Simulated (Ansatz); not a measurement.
Energy needed to pull apart C2H2Cl2, singlet, into free ground-state atoms, from the structure below (displaced at random from a GFN2-xTB minimum); no zero-point or spin–orbit terms; open-shell atoms are treated unrestricted, in their ground-state multiplicity.

```csv
atom,x (Å),y (Å),z (Å)
Cl1,-1.2990,1.8599,0.4539
C2,-0.3900,0.4450,-0.4321
C3,0.2542,-0.4877,0.2099
Cl4,1.2683,-1.6705,-0.5346
H5,-0.4499,0.5410,-1.5084
H6,0.4240,-0.5738,1.5829
```

Program: Ansatz 0.2.0. Basis: def2-TZVPP. Cores are frozen in the correlated methods.

```
      method  atomization energy (kcal/mol)
      PBE-D4                          516.2
   r2SCAN-D4                          495.2
     PBE0-D4                          497.9
CAM-B3LYP-D4                              ?
     LC-wPBE                              ?
     wB97M-V                          492.1
          HF                          330.2
         MP2                          488.8
        CCSD                          460.5
     CCSD(T)                          473.8
```

**Question.** What does LC-wPBE give? (An estimate is asked for; the value comes from the calculation.)

**Answer.** The calculation gives: 484.9 kcal/mol, which is about 11.1 kcal/mol more than CCSD(T)/def2-TZVPP.

**Question.** What does CAM-B3LYP-D4 give? (To be estimated.)

**Answer.** The calculation gives: 487.0 kcal/mol, which is about 13.2 kcal/mol more than CCSD(T)/def2-TZVPP.

In triple zeta the MP2 and coupled-cluster atomization energies are still short of their basis limit by a few kcal/mol a bond, whereas those of the functionals are nearly converged, so these differences are not deviations from converged CCSD(T).

T1 diagnostic: at most 0.011.

For scale, one of the runs: CCSD(T)/def2-TZVPP forces, 174 basis functions (an equivalent command: `ansatz run in.yaml --threads 8`). Time: 98 s of wall clock on 8 CPU threads; the host was shared. Peak host memory: 3.2 GiB.
